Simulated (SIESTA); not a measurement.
The system is PbF2 (Fluorocronite).

```
Pb F
1.0
     0.00000    2.96366    2.96366
     2.96366    0.00000    2.96366
     2.96366    2.96366    0.00000
Pb F
1 2
Direct
  0.00000 0.00000 0.00000
  0.75000 0.75000 0.75000
  0.25000 0.25000 0.25000
```

Base run:

| Quantity | Value |
| --- | --- |
| Program | SIESTA 5.4.2 |
| Functional | PBE |
| Potentials or basis | PseudoDojo 0.4 standard (PBE files) |
| Basis | TZP (energy shift 0.002 Ry) |
| Grid cutoff | 800 Ry |
| Energy shift | 0.002 Ry |
| k mesh | 8 × 8 × 8 |
| Occupations | fermi-dirac, width 0.05 eV |
| Spin | no spin polarisation |

Its results: band gap on the k mesh 4.36 eV, indirect (least direct gap 4.52 eV); pressure 3.0 GPa.

Task: After a change of settings the same cell gave: band gap on the k mesh 4.37 eV, indirect (least direct gap 4.53 eV); pressure 0.6 GPa. Which change was it?
A. basis from TZP (energy shift 0.002 Ry) to DZP (energy shift 0.002 Ry)
B. basis from TZP (energy shift 0.002 Ry) to TZDP (energy shift 0.01 Ry); energy shift from 0.002 Ry to 0.01 Ry
C. basis from TZP (energy shift 0.002 Ry) to DZP (energy shift 0.003 Ry; two zetas on semicore shells); energy shift from 0.002 Ry to 0.003 Ry

Result: B.

Caveats: semicore shells carry a single zeta, which can move pressures by several GPa and volumes by a few percent; spin-orbit coupling is left out, which as a rule narrows the gap of such compounds by several tenths of an eV; the basis of atomic orbitals isn't converged, which shifts pressures, moduli and gaps.

Not every run made on this cell is shown here.
